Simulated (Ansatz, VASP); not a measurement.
This is a calculation of Ca for VASP 6.6.1.

The input INCAR:

```
AGGAC = 1.0
AGGAX = 1.0
ALDAC = 0.0
ALDAX = 1.0
ALGO = Normal
EDIFF = 1E-7
EDIFFG = -0.005
ENCUT = 600
GGA = B5
IBRION = 2
ISIF = 3
ISMEAR = -1
IVDW = 13
LASPH = T
LCHARG = F
LREAL = F
LWAVE = F
NELM = 60
NSW = 40
PREC = Accurate
SIGMA = 0.05
VDW_A1 = 0.44488865
VDW_A2 = 4.0933009
VDW_S6 = 1.0
VDW_S8 = 2.34076671
```

KPOINTS

```
k-points
0
Gamma
  8 8 8
```

File POSCAR:

```
Ca
1.0
   -2.2400000000      2.2400000000      2.2400000000
    2.2400000000     -2.2400000000      2.2400000000
    2.2400000000      2.2400000000     -2.2400000000
Ca
1
Direct
    0.0000000000      0.0000000000      0.0000000000
```

Potentials or basis: VASP PAW PBE potentials, release 64 (Ca_sv).

The run is started by

```console
$ cat potpaw_PBE.64/Ca_sv/POTCAR > POTCAR
$ mpirun -np 1 vasp_std > vasp.out
```

Q: Set up the same calculation for Ansatz 0.2.0. Potentials there: Ansatz PAW.

A: As run (the cutoff follows the program's own potentials):

input.yaml

```yaml
crystal:
  lattice:
    - [-2.24, 2.24, 2.24]
    - [2.24, -2.24, 2.24]
    - [2.24, 2.24, -2.24]
  atoms:
    - { symbol: Ca, position: [0.0, 0.0, 0.0] }
hamiltonian:
  xc: blyp
  pseudopotentials: { kind: paw }
  dispersion: d4
kpoints:
  mp_grid: { grid: [8, 8, 8] }
scf:
  occupations: { method: fermi_dirac, width: 0.05 }
output:
  forces: true
  stress: true
  eigenvalues: true
relax:
  f_tol: 0.01
  max_steps: 40
  cell: { stress_tol: 0.05 }
```

Potentials or basis: Ansatz PAW.

The run is started by

```console
$ ansatz run input.yaml --threads 2 --pin off --max-ram 5632MiB --backend cpu --events-out ev --progress --plain --runs-dir out
```

Both were run:

|  | VASP | Ansatz | Ansatz less VASP |
| --- | --- | --- | --- |
| gap on the k mesh at the Fermi level, each at its own relaxed structure (eV) | none | none | - |
| relaxed volume (Å³/atom) | 40.02 | 40.02 | -0.004 |
| relaxed cell length with the largest relative difference (Å) | 3.732 | 3.732 | -0.0001 |
| energy change over the relaxation (meV/atom) | -35 | -36 | -0.9 |

A gap of «none» marks a metal or a gap that the smearing closes.

Caveats: pairwise dispersion overbinds metals, which lowers pressure and volume; the PAW data sets were made with another functional, which shifts forces and pressure a little (VASP); the plane-wave basis is chosen anew once the cell has moved, so the energies of steps on either side of that aren't comparable (Ansatz); the PAW data sets come from PBE, with cores solved anew for the run's functional, which leaves a small shift of forces and pressure (Ansatz).
